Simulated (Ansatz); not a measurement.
Relaxation of a periodic cell of 25 atoms, Si$_{9}$O$_{16}$ (host SiO2, host structure P1, interstitial Si), to a largest force component of 0.08 eV/Å in at most 25 steps.

The calculation used DFT r2SCAN, scalar-relativistic, plane waves, PAW in Ansatz. Settings: PAW set soft_1, cutoff 500 eV, k mesh 2x2x2, fermi-dirac smearing 0.05 eV, no spin polarisation.

```xyz
25
Lattice="-0.2579 5.2563 5.8652 5.1449 -0.0755 5.8652 4.9011 5.3318 0.0000" Properties=species:S:1:pos:R:3
Si 1.043 1.253 0.586
Si 4.255 2.571 4.945
Si 7.419 3.865 6.453
Si 1.679 2.586 3.164
O 6.645 5.168 5.880
O 2.983 2.121 4.026
O 6.590 7.835 5.819
O 1.174 1.364 2.206
O 2.144 3.825 2.208
O 3.546 9.138 5.920
O 4.414 6.648 5.916
O 5.315 8.367 4.089
Si 5.937 6.509 6.451
Si 4.004 7.903 4.945
Si 2.268 3.865 6.453
Si 6.573 7.842 9.030
O 1.493 5.168 5.880
O 7.877 7.377 9.891
O 6.841 2.504 5.819
O 6.068 6.620 8.071
O 7.038 9.081 8.073
O 3.797 3.806 5.920
O 4.665 1.316 5.916
O 5.566 3.036 4.089
Si 8.196 7.222 7.617
```

Question: Where does it end, and by what steps?

Answer: The forces met the threshold. Limits of this set-up: coarse k mesh, a small cell, in which the defect meets its images. After 13 steps the energy has fallen by 6.589 eV; Si25 moved furthest, 1.08 Å. Parted: Si15–Si25 (2.51 → 3.41 Å), Si16–Si25 (2.24 → 3.14 Å). Joined: Si3–Si25 (3.64 → 2.32 Å).

```csv
step,energy less start (eV),largest force component (eV/Å),accepted
0,0.0000,7.269,yes
1,-2.5390,4.434,yes
2,-4.0274,2.362,yes
3,-4.9049,1.658,yes
4,-5.3782,0.670,yes
5,-5.7061,0.828,yes
6,-6.0069,0.945,yes
7,-6.1984,1.240,yes
8,-6.3992,0.419,yes
9,-6.4788,0.576,yes
10,-6.5126,0.523,yes
11,-6.5758,0.232,yes
12,-6.5851,0.170,yes
13,-6.5895,0.052,yes
```

```xyz
25
Lattice="-0.2579 5.2563 5.8652 5.1449 -0.0755 5.8652 4.9011 5.3318 0.0000" Properties=species:S:1:pos:R:3
Si 1.251 1.406 0.593
Si 4.217 2.604 4.860
Si 7.800 4.111 6.760
Si 1.657 2.492 3.186
O 6.803 5.392 6.109
O 2.952 1.972 4.065
O 6.297 8.062 5.986
O 1.236 1.250 2.199
O 2.273 3.795 2.473
O 3.653 9.067 5.741
O 4.372 6.514 5.697
O 5.093 8.190 3.761
Si 5.789 6.607 6.489
Si 3.898 7.800 4.778
Si 2.282 3.953 6.537
Si 6.453 7.909 8.974
O 1.715 5.340 5.921
O 7.679 7.309 9.851
O 6.858 2.811 6.162
O 5.708 6.725 8.104
O 7.015 9.200 8.147
O 3.761 3.757 5.896
O 4.824 1.320 5.807
O 5.422 3.161 3.969
Si 8.524 6.243 7.303
```

Run time: 5 min on 2 threads of Arm Neoverse V2, with other jobs on the host, peak memory 1.5 GiB.
